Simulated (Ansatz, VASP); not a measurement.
# Two plane-wave programs on AgCl

The input INCAR:

```
SYSTEM = AgCl
  ALGO = Normal
  EDIFF = 1E-8
  ENCUT = 520
  GGA = PS
  ISIF = 2
  ISMEAR = -1
  LASPH = .True.
  LCHARG = .False.
  LEFG = .True.
  LREAL = .False.
  LWAVE = .False.
  NBANDS = 16
  NELM = 60
  PREC = Accurate
  SIGMA = 0.01
```

File KPOINTS:

```
k-points
0
Gamma
  9 9 9
  0 0 0
```

POSCAR

```
AgCl
1.0
    0.0000000000      2.8275392985      2.8275392985
    2.8275392985      0.0000000000      2.8275392985
    2.8275392985      2.8275392985      0.0000000000
Ag Cl
1 1
Direct
    0.5000000000      0.5000000000      0.5000000000
    0.0000000000      0.0000000000      0.0000000000
```

Input for Ansatz:

```yaml
crystal:
  lattice:
    - [0.0, 2.8275392985, 2.8275392985]
    - [2.8275392985, 0.0, 2.8275392985]
    - [2.8275392985, 2.8275392985, 0.0]
  atoms:
    - { symbol: Ag, position: [0.5, 0.5, 0.5] }
    - { symbol: Cl, position: [0.0, 0.0, 0.0] }
kpoints:
  mp_grid: { grid: [9, 9, 9] }
scf:
  occupations: { method: fermi_dirac, width: 0.01 }
hamiltonian:
  xc: pbesol
  pseudopotentials: { kind: paw }
output:
  forces: true
  stress: true
  eigenvalues: true
  efg: { contact_densities: true }
```

Change from the starting cell: volume scaled by 1.06, PAW files.

Alike in both runs: task electric field gradients; functional PBEsol; k mesh 9 × 9 × 9; occupations fermi-dirac, width 0.01 eV; no spin polarisation.

|  | VASP | Ansatz |
| --- | --- | --- |
| version | VASP 6.6.1 | Ansatz 0.2.0 |
| potentials or method | VASP PAW PBE potentials, release 64 (Ag, Cl) | PAW with Ansatz's default frozen-core files, scalar-relativistic |
| plane-wave cutoff (eV) | 520 | 420 |
| valence electrons in the cell | 18 | 26 |

```csv
,VASP,Ansatz,Ansatz less VASP
gap on the k mesh at the Fermi level (eV),0.80,0.80,+0.002
pressure (GPa),-4.8,-4.7,+0.09
Vzz of the field gradient on the site that differs most (V/Å²),0.0,0.0,0.00
```

The two sets of potentials don't hold the same shells in valence. Ansatz warned: «gradients_without_spin_orbit».

Caveats: the PAW data sets were made with another functional, which shifts forces and pressure a little (VASP); an odd mesh through Γ misses points on the zone boundary, where band edges often lie.
